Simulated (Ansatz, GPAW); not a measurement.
This is a calculation of Al (Aluminum) for Ansatz 0.2.0. 

input.yaml

```yaml
crystal:
  lattice:
    - [0.0, 2.024805, 2.024805]
    - [2.024805, 0.0, 2.024805]
    - [2.024805, 2.024805, 0.0]
  atoms:
    - { symbol: Al, position: [0.0, 0.0, 0.0] }
kpoints:
  mp_grid: { grid: [11, 11, 11] }
scf:
  occupations: { method: gaussian, width: 0.022 }
hamiltonian:
  xc: pbe
  pseudopotentials: { kind: all_electron, lapw: { basis_error: 0.001 } }
output:
  forces: true
  stress: true
  eigenvalues: true
```

Potentials or basis: all-electron LAPW, scalar-relativistic.

Command:

```bash
$ ansatz run input.yaml --threads 1 --pin off --max-ram 3072MiB --backend cpu --events-out ev --progress --plain --runs-dir out
```

Question: What does the same run look like in GPAW 26.7.0 (ASE script)? Potentials or basis there: GPAW PAW data sets (gpaw-data 1.2.1), cutoff 600 eV.

Answer: As run (cutoffs and basis follow the program's own potentials, and thresholds, step limits or extra output files can differ):

Contents of run.py:

```python
from ase import Atoms
from ase.dft.bandgap import bandgap
from ase.io import write
from ase.units import GPa
from gpaw import GPAW, PW

atoms = Atoms(['Al'],
              cell=[[0.0, 2.024805, 2.024805],
                    [2.024805, 0.0, 2.024805],
                    [2.024805, 2.024805, 0.0]],
              scaled_positions=[[0.0, 0.0, 0.0]],
              pbc=True)

calc = GPAW(mode=PW(600),
            xc='PBE',
            kpts={'size': (11, 11, 11), 'gamma': True},
            occupations={'name': 'methfessel-paxton', 'order': 0, 'width': 0.022},
            nbands=7,
            convergence={'density': 1e-05, 'energy': 1e-05},
            maxiter=150,
            txt='gpaw.txt')
atoms.calc = calc
energy = atoms.get_potential_energy()
forces = atoms.get_forces()
stress = atoms.get_stress()
calc.write('gs.gpw')
write('result.traj', atoms)
print(f'Energy: {energy:.6f} eV')
print('Forces (eV/A):')
print(forces.round(4))
print('Stress (GPa):', (stress / GPa).round(3))
print('Fermi level:', round(calc.get_fermi_level(), 4), 'eV')
print(f'Gap: {bandgap(calc)[0]:.4f} eV, direct: {bandgap(calc, direct=True)[0]:.4f} eV')
```

Potentials or basis: GPAW PAW data sets (gpaw-data 1.2.1), pw.

Launch:

```bash
$ OMP_NUM_THREADS=1 python run.py
```

Both were run:

|  | Ansatz | GPAW |
| --- | --- | --- |
| Pressure | -0.5 GPa | -0.4 GPa |

Where Ansatz's input types no cutoff or centring, it takes its own default and a Γ-centred mesh.

Pressure is positive in compression.
